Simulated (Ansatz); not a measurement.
Cell and atoms are relaxed with the symmetry kept. Start:

```
CELL_PARAMETERS angstrom
3.78028 0.00000 0.00000
0.00000 3.78028 0.00000
0.00000 0.00000 3.78028
ATOMIC_POSITIONS crystal
Cu 0.00000 0.50000 0.50000
Cu 0.50000 0.00000 0.50000
Cu 0.50000 0.50000 0.00000
Au 0.00000 0.00000 0.00000
```

Theory: DFT PBEsol, scalar-relativistic, plane waves, PAW (Ansatz 0.2.0).

Plane waves to 420 eV, a k mesh through Γ of 12×12×12 on the computed 4-atom cell and Gaussian smearing (0.10 eV); no spin polarisation.

Problem. What does it relax to?

Solution. The volume decreases by 0.71 Å³/atom to 12.80 Å³/atom, and the energy falls by 18.7 meV/atom. Final structure:
```cif
data_structure
_symmetry_space_group_name_H-M 'P 1'
_symmetry_Int_Tables_number 1
_cell_length_a 3.7128
_cell_length_b 3.7128
_cell_length_c 3.7128
_cell_angle_alpha 90.000
_cell_angle_beta 90.000
_cell_angle_gamma 90.000
_cell_volume 51.18
loop_
_atom_site_label
_atom_site_type_symbol
_atom_site_fract_x
_atom_site_fract_y
_atom_site_fract_z
_atom_site_occupancy
Cu1 Cu 0.00000 0.50000 0.50000 1
Cu2 Cu 0.50000 0.00000 0.50000 1
Cu3 Cu 0.50000 0.50000 0.00000 1
Au1 Au 0.00000 0.00000 0.00000 1
```

Spin–orbit coupling is left out, which can shift energies with elements as heavy as these.

Cost: 1 run of about 1 core-minutes, on Arm Neoverse V1 (shared hosts).